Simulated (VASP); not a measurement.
# InP (Fm-3m) in VASP: further runs

One crystal, InP, is run at these levels: PBE; tasks: single point.

All numbers are computed with VASP 6.6.1; they aren't measurements. Logs are shortened: lines on timing, memory, paths and dates and some standing lists are left out, and cuts for length are marked.

### 1 The crystal as given

Symmetry: Fm-3m, No. 225, cubic system. Conventional cell: a = 5.538 Å, b = 5.538 Å, c = 5.538 Å, α = 90.00°, β = 90.00°, γ = 90.00°. In (site symmetry m-3m) has 6 P at 2.77 Å as nearest neighbours. P (site symmetry m-3m) is surrounded by 6 In at 2.77 Å.

Measurements of this composition are mostly on another form, of space group No. 216.

### 2 Single point, PBE

INCAR reads:

```
SYSTEM = InP
PREC     = Accurate       ! precision mode
ENCUT    = 500            ! plane-wave cutoff, eV
EDIFF    = 1E-7           ! SCF threshold, eV
ISMEAR   = 0              ! smearing method
SIGMA    = 0.02           ! smearing width, eV
LREAL    = .FALSE.        ! projectors in reciprocal space
LASPH    = .TRUE.         ! aspherical terms in the spheres
NELM     = 80             ! most SCF steps
ALGO     = Fast           ! electronic algorithm
ISIF     = 2              ! what is computed and relaxed
LWAVE    = .FALSE.        ! write WAVECAR
LCHARG   = .FALSE.        ! write CHGCAR
GGA      = PE             ! functional
```

KPOINTS reads:

```
regular mesh
0
G
  3 3 3
  0 0 0
```

POSCAR reads:

```
InP
1.0
    0.0000000000      2.7688340000      2.7688340000
    2.7688340000      0.0000000000      2.7688340000
    2.7688340000      2.7688340000      0.0000000000
In P
1 1
Direct
    0.0000000000      0.0000000000      0.0000000000
    0.5000000000      0.5000000000      0.5000000000
```

Potentials or basis: VASP PAW PBE potentials, release 64 (In_d_GW, P_GW).

Launch:

```console
cat potpaw_PBE.64/In_d_GW/POTCAR potpaw_PBE.64/P_GW/POTCAR > POTCAR
mpirun -np 1 vasp_std > vasp.out
```

OUTCAR:

```text
SYSTEM = InP
   PREC = Accurate
   ENCUT = 500
   EDIFF = 1E-7
   ISMEAR = 0
   LREAL = .FALSE.
   LASPH = .TRUE.
   NELM = 80
   ISIF = 2
   GGA = PE

 ion  position               nearest neighbor table
   1  0.000  0.000  0.000-   2 2.77   2 2.77   2 2.77   2 2.77   2 2.77   2 2.77
   2  0.500  0.500  0.500-   1 2.77   1 2.77   1 2.77   1 2.77   1 2.77   1 2.77

  LATTYP: Found a face centered cubic cell.
 ALAT       =     5.5376680000

  Lattice vectors:

 A1 = (   0.0000000000,   2.7688340000,   2.7688340000)
 A2 = (   2.7688340000,   0.0000000000,   2.7688340000)
 A3 = (   2.7688340000,   2.7688340000,   0.0000000000)

Analysis of symmetry for initial positions (statically):
=====================================================================
 Subroutine PRICEL returns:
 Original cell was already a primitive cell.

 Routine SETGRP: Setting up the symmetry group for a
 face centered cubic supercell.

 Subroutine GETGRP returns: Found 48 space group operations
 (whereof 48 operations were pure point group operations)
 out of a pool of 48 trial point group operations.

The static configuration has the point symmetry O_h .

Analysis of symmetry for dynamics (positions and initial velocities):
=====================================================================
 Subroutine PRICEL returns:
 Original cell was already a primitive cell.

 Routine SETGRP: Setting up the symmetry group for a
 face centered cubic supercell.

 Subroutine GETGRP returns: Found 48 space group operations
 (whereof 48 operations were pure point group operations)
 out of a pool of 48 trial point group operations.

The dynamic configuration has the point symmetry O_h .

 Subroutine INISYM returns: Found 48 space group operations
 (whereof 48 operations are pure point group operations),
 and found     1 'primitive' translations

----------------------------------------------------------------------------------------

                                     Primitive cell

  volume of cell :      42.4542

  direct lattice vectors                    reciprocal lattice vectors
     0.000000000  2.768834000  2.768834000    -0.180581429  0.180581429  0.180581429
     2.768834000  0.000000000  2.768834000     0.180581429 -0.180581429  0.180581429
     2.768834000  2.768834000  0.000000000     0.180581429  0.180581429 -0.180581429

  length of vectors
     3.915722595  3.915722595  3.915722595     0.312776210  0.312776210  0.312776210

  position of ions in fractional coordinates (direct lattice)
     0.000000000  0.000000000  0.000000000
     0.500000000  0.500000000  0.500000000

  ion indices of the primitive-cell ions
   primitive index   ion index
                 1           1
                 2           2

----------------------------------------------------------------------------------------

 KPOINTS: regular mesh

Automatic generation of k-mesh.
 Grid dimensions read from file:
 generate k-points for:    3    3    3

 Generating k-lattice:

  Cartesian coordinates                     Fractional coordinates (reciprocal lattice)
    -0.060193810  0.060193810  0.060193810     0.333333333  0.000000000  0.000000000
     0.060193810 -0.060193810  0.060193810     0.000000000  0.333333333  0.000000000
     0.060193810  0.060193810 -0.060193810     0.000000000  0.000000000  0.333333333

  Length of vectors
     0.104258737  0.104258737  0.104258737

  Shift w.r.t. Gamma in fractional coordinates (k-lattice)
     0.000000000  0.000000000  0.000000000

 Subroutine IBZKPT returns following result:
 ===========================================

 Found      4 irreducible k-points:

 Following reciprocal coordinates:
            Coordinates               Weight
  0.000000  0.000000  0.000000      1.000000
  0.333333  0.000000  0.000000      8.000000
  0.333333  0.333333  0.000000      6.000000
 -0.333333  0.333333  0.000000     12.000000
   k-points           NKPTS =      4   k-points in BZ     NKDIM =      4   number of bands    NBANDS=     13
   number of dos      NEDOS =    301   number of ions     NIONS =      2
   total plane-waves  NPLWV =  27000
   dimension x,y,z NGX =    30 NGY =   30 NGZ =   30
   dimension x,y,z NGXF=    60 NGYF=   60 NGZF=   60
   ions per type =               1   1
   NGX,Y,Z   is equivalent  to a cutoff of  12.74, 12.74, 12.74 a.u.
   NGXF,Y,Z  is equivalent  to a cutoff of  25.47, 25.47, 25.47 a.u.
 SYSTEM =  InP
   PREC   = accura    normal or accurate (medium, high low for compatibility)
   ISTART =      0    job   : 0-new  1-cont  2-samecut
   ICHARG =      2    charge: 1-file 2-atom 10-const
   ISPIN  =      1    spin polarized calculation?
   LNONCOLLINEAR =      F non collinear calculations
   LSORBIT =      F    spin-orbit coupling
   LASPH  =      T    aspherical Exc in radial PAW
   ENCUT  =  500.0 eV  36.75 Ry    6.06 a.u.   7.14  7.14  7.14*2*pi/ulx,y,z
   NELM   =     80;   NELMIN=  2; NELMDL= -5     # of ELM steps
   EDIFF  = 0.1E-06   stopping-criterion for ELM
   LREAL  =      F    real-space projection
   EDIFFG = 0.1E-05   stopping-criterion for IOM
   NSW    =      0    number of steps for IOM
   IBRION =     -1    ionic relax: 0-MD 1-quasi-New 2-CG
   NFREE  =      0    steps in history (QN), initial steepest desc. (CG)
   ISIF   =      2    stress and relaxation
   ISYM   =      2    0-nonsym 1-usesym 2-fastsym
   POTIM  = 0.5000    time-step for ionic-motion
   TEBEG  =    0.0;   TEEND  =   0.0 temperature during run
   PSTRESS=    0.0 pullay stress
   NELECT =      18.0000    total number of electrons
   NUPDOWN=      -1.0000    fix difference up-down
   EMIN   =  10.00;   EMAX   =-10.00  energy-range for DOS
   EFERMI =   0.00;   METHOD = LEGACY
   ISMEAR =     0;   SIGMA  =   0.02  broadening in eV -4-tet -1-fermi 0-gaus
   EFERMI_NEDOS =   21; number of points for ismear=-14 and -15
   IALGO  =     68    algorithm
   IMIX   =      4    mixing-type and parameters
     AMIX     =   0.40;   BMIX     =  1.00
     AMIX_MAG =   1.60;   BMIX_MAG =  1.00
  volume/ion in A,a.u.               =      21.23       143.25
  Fermi-wavevector in a.u.,A,eV,Ry     =   1.229869  2.324115 20.579860  1.512577
  Thomas-Fermi vector in A             =   2.364739
   LORBIT       =      0    0 simple, 1 ext, 2 COOP (PROOUT), +10 PAW based schemes
   GGA     = PE    functional components
   LHFCALC =     F    Hartree Fock is set to
   AEXX    =    0.0000 exact exchange contribution
   IVDW    =     0    specifies the selected vdW correction
   LEPSILON=     F    determine dielectric tensor
   LRPA    =     F    only Hartree local field effects (RPA)
 non-spin polarized calculation
 RMM-DIIS sequential band-by-band and
 Gauss-broadening in eV      SIGMA  =   0.02
  energy-cutoff  :      500.00
  volume of cell :       42.45
 maximum number of plane-waves:      1089
 NGX is ok and might be reduce to    30
   NGX = 15   NGY = 15   NGZ = 15

 number of electron      18.0000007 magnetization

 Free energy of the ion-electron system (eV)
  ---------------------------------------------------
  ext. energy  EPLUGINS =         0.00000000
  ---------------------------------------------------
  free energy    TOTEN  =        -7.31888221 eV

  energy without entropy =       -7.31252650  energy(sigma->0) =       -7.31570436

 E-fermi :   5.5527     XC(G=0): -10.3994

 val. band max:        5.5482208087   @ k =   0.3333   0.0000   0.0000
 cond. band min:       6.0993979690   @ k =   0.0000   0.0000   0.0000
 fundamental gap:      0.5511771603
 Fermi energy:         5.5527270043

 k-point     1 :       0.0000    0.0000    0.0000
  band No.  band energies     occupation
      1      -8.6465      2.00000
      2      -8.6465      2.00000
      3      -8.6325      2.00000
      4      -8.6325      2.00000
      5      -8.6325      2.00000
      6      -6.4436      2.00000
      7       5.2882      2.00000
      8       5.2882      2.00000
      9       5.2882      2.00000
     10       6.0994      0.00000
     11      12.6407      0.00000
     12      12.6407      0.00000
     13      12.6407      0.00000

 k-point     2 :       0.3333    0.0000    0.0000
  band No.  band energies     occupation
      1      -8.6931      2.00000
      2      -8.6931      2.00000
      3      -8.6392      2.00000
      4      -8.5708      2.00000
      5      -8.5708      2.00000
      6      -5.1606      2.00000
      7       0.3103      2.00000
      8       5.5482      1.25000
      9       5.5482      1.25000
     10       8.2897      0.00000
     11       9.7389      0.00000
     12       9.7389      0.00000
     13      10.8593      0.00000

 k-point     3 :       0.3333    0.3333    0.0000
  band No.  band energies     occupation
      1      -8.8620      2.00000
      2      -8.6732      2.00000
      3      -8.6111      2.00000
      4      -8.5497      2.00000
      5      -8.5497      2.00000
      6      -4.5490      2.00000
      7       1.7046      2.00000
      8       3.6702      2.00000
      9       3.6702      2.00000
     10       4.7078      2.00000
     11       9.8652      0.00000
     12      13.5305      0.00000
     13      14.0577      0.00000

 k-point     4 :      -0.3333    0.3333    0.0000
  band No.  band energies     occupation
      1      -8.8344      2.00000
      2      -8.6589      2.00000
      3      -8.6227      2.00000
      4      -8.5772      2.00000
      5      -8.5450      2.00000
      6      -3.5692      2.00000
      7       0.0793      2.00000
      8       1.6124      2.00000
      9       4.3759      2.00000
     10       6.4108      0.00000
     11      11.4174      0.00000
     12      11.4759      0.00000
     13      13.2482      0.00000

------------------------ aborting loop because EDIFF is reached ----------------------------------------

  FORCE on cell =-STRESS in cart. coord.  units (eV):
  Direction    XX          YY          ZZ          XY          YZ          ZX
  --------------------------------------------------------------------------------------
  -------------------------------------------------------------------------------------
  Total        0.4708191      0.4708191      0.4708191     -0.0000000     -0.0000000     -0.0000000
  in kB       17.7682192     17.7682192     17.7682192     -0.0000000     -0.0000000     -0.0000000
  external PRESSURE =      17.7682192 kB  Pullay stress =       0.0000000 kB

 VOLUME and BASIS-vectors are now :
 -----------------------------------------------------------------------------
  energy-cutoff  :      500.00
  volume of cell :       42.45
      direct lattice vectors                 reciprocal lattice vectors
     0.000000000  2.768834000  2.768834000    -0.180581429  0.180581429  0.180581429
     2.768834000  0.000000000  2.768834000     0.180581429 -0.180581429  0.180581429
     2.768834000  2.768834000  0.000000000     0.180581429  0.180581429 -0.180581429

 POSITION                                       TOTAL-FORCE (eV/Angst)
 -----------------------------------------------------------------------------------
      0.00000      0.00000      0.00000         0.000000      0.000000     -0.000000
      2.76883      2.76883      2.76883        -0.000000     -0.000000      0.000000
 -----------------------------------------------------------------------------------
    total drift:                               -0.000000      0.000000      0.000000

  FREE ENERGIE OF THE ION-ELECTRON SYSTEM (eV)
  ---------------------------------------------------
  free  energy   TOTEN  =        -7.3188822113 eV

  energy  without entropy=       -7.3125265010  energy(sigma->0) =       -7.31570436
```

Wall time 36 s (1 thread of Intel Xeon Platinum 8259CL at 2.50GHz (Skylake/Cascade Lake), shared host); peak memory 0.17 GiB.

Results:

```
Free energy            : -7.3189 eV
Pressure               : 1.8 GPa
Band gap on the k mesh : none (metal or under the smearing width)
```

Caveat: the k mesh is coarse (spacing up to 0.66 Å⁻¹), so the values aren't converged.

### 3 Single point, PBE

INCAR reads:

```
SYSTEM = InP
PREC = Accurate
ENCUT = 350
EDIFF = 1E-6
ISMEAR = 0
SIGMA = 0.02
LREAL = .FALSE.
LASPH = .TRUE.
NELM = 60
ALGO = Fast
ISIF = 2
LWAVE = .FALSE.
LCHARG = .TRUE.
GGA = PE
LELF = .TRUE.
LVHAR = .TRUE.
NBANDS = 16
```

KPOINTS reads:

```
regular mesh
0
G
  4 4 4
  0 0 0
```

POSCAR is that of step 2.

Potentials or basis: VASP PAW PBE potentials, release 64 (In_d_GW, P_GW).

Launch:

```console
cat potpaw_PBE.64/In_d_GW/POTCAR potpaw_PBE.64/P_GW/POTCAR > POTCAR
mpirun -np 1 vasp_std > vasp.out
```

It took 14 s on 1 thread of Intel Xeon Platinum 8259CL at 2.50GHz (Skylake/Cascade Lake), shared host; peak memory 0.13 GiB.

It converged, with:

- Free energy: -7.6398 eV
- Pressure: -0.9 GPa
- Band gap on the k mesh: none (metal or under the smearing width)

Levels at points of the mesh, in eV from the Fermi level:
| k point | band 5 | band 6 | band 7 | band 8 | band 9 | band 10 | band 11 | band 12 | band 13 | band 14 |
| --- | --- | --- | --- | --- | --- | --- | --- | --- | --- | --- |
| (0.00, 0.00, 0.00) | -14.63 | -12.20 | -0.44 | -0.44 | -0.44 | 0.30 | 6.84 | 6.84 | 6.84 | 8.17 |
| (0.50, 0.00, 0.00) | -14.55 | -10.08 | -6.91 | 0.00 | 0.00 | 2.26 | 3.12 | 3.12 | 4.94 | 10.92 |
| (0.50, 0.50, 0.00) | -14.52 | -8.99 | -5.17 | -2.81 | -2.53 | -2.53 | 3.59 | 9.62 | 9.62 | 10.00 |

Caveat: the k mesh is coarse (spacing up to 0.49 Å⁻¹), so the values aren't converged.

### 4 The reference run

An earlier run on the cell as given: functional PBE; potentials or basis VASP PAW PBE potentials, release 64 (In_d, P); cutoff 520 eV; k mesh 8 × 8 × 8; occupations fermi-dirac, width 0.05 eV; no spin polarisation.

* Pressure: -0.1 GPa
* Band gap on the k mesh: none (metal or under the smearing width)

### 5 Summary

| potentials or basis | k mesh | cutoff (eV) | smearing | mesh quality | gap on the mesh (eV) | pressure (GPa) |
| --- | --- | --- | --- | --- | --- | --- |
| VASP PAW PBE potentials, release 64 (In_d_GW, P_GW) | 3 × 3 × 3 | 500 | gaussian 0.02 eV | coarse | none | 1.8 |
| VASP PAW PBE potentials, release 64 (In_d_GW, P_GW) | 4 × 4 × 4 | 350 | gaussian 0.02 eV | coarse | none | -0.9 |
| VASP PAW PBE potentials, release 64 (In_d, P) | 8 × 8 × 8 | 520 | fermi-dirac 0.05 eV | not flagged | none | -0.1 |

Alike in all rows: task single point; level PBE; no spin polarisation; cell as given.

Caveats: some runs use coarse meshes.

Absolute energies hang on the potentials; compare differences alone.
